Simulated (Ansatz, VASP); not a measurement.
**GaN: VASP beside Ansatz**

The input INCAR:

```
PREC = Accurate ; ENCUT = 520
EDIFF = 1E-6 ; ISMEAR = 0
SIGMA = 0.05 ; LREAL = F
LASPH = T ; NELM = 80
ALGO = Normal ; ISIF = 2
LWAVE = F ; LCHARG = F
GGA = PE ; NBANDS = 26
```

KPOINTS

```
regular mesh
0
Gamma
  12 12 6
```

File POSCAR:

```
GaN
1.0
    3.0209996775      0.0000000000      0.0000000000
   -1.5104998388      2.6162624655      0.0000000000
    0.0000000000      0.0000000000      5.0368500000
Ga N
2 2
Direct
    0.3333333333      0.6666666667      0.0000000000
    0.6666666667      0.3333333333      0.5000000000
    0.3333333333      0.6666666667      0.3750000000
    0.6666666667      0.3333333333      0.8750000000
```

Input for Ansatz:

```yaml
crystal:
  lattice:
    - [3.0209996775, 0.0, 0.0]
    - [-1.5104998388, 2.6162624655, 0.0]
    - [0.0, 0.0, 5.03685]
  atoms:
    - { symbol: Ga, position: [0.3333333333, 0.6666666667, 0.0] }
    - { symbol: Ga, position: [0.6666666667, 0.3333333333, 0.5] }
    - { symbol: "N", position: [0.3333333333, 0.6666666667, 0.375] }
    - { symbol: "N", position: [0.6666666667, 0.3333333333, 0.875] }
basis:
  ecutwfc: 420
kpoints:
  mp_grid: { grid: [12, 12, 6] }
hamiltonian:
  xc: pbe
scf:
  occupations: { method: gaussian, width: 0.05 }
output:
  forces: true
  stress: true
  eigenvalues: true
```

Change from the starting cell: strain -0.050 along x and y, -0.025 along z, atoms carried along.

Alike in both runs: task single point; functional PBE; k mesh 12 × 12 × 6; occupations gaussian, width 0.05 eV; no spin polarisation.

|  | VASP | Ansatz |
| --- | --- | --- |
| version | VASP 6.6.1 | Ansatz 0.2.0 |
| potentials or method | VASP PAW PBE potentials, release 64 (Ga_d, N) | scalar-relativistic, plane waves, PAW |
| plane-wave cutoff (eV) | 520 | 420 |
| valence electrons in the cell | 36 | 36 |

|  | VASP | Ansatz | Ansatz less VASP |
| --- | --- | --- | --- |
| gap on the k mesh at the Fermi level (eV) | 2.73 | 2.71 | -0.018 |
| least direct gap on the mesh (eV) | 2.73 | 2.71 | -0.018 |
| pressure (GPa) | 41.2 | 41.5 | +0.25 |
| largest component of the traceless stress (GPa) | 7.65 | 7.74 | +0.085 |
| rms of the force components (eV/Å) | 0.199 | 0.204 | +0.0052 |

Atom by atom the forces differ by 0.005 eV/Å (rms over components).

Caveats: so large a pressure means that the cell lies far from this level's equilibrium, or that cutoff or potentials fall short (VASP). A k mesh can miss the band edges.
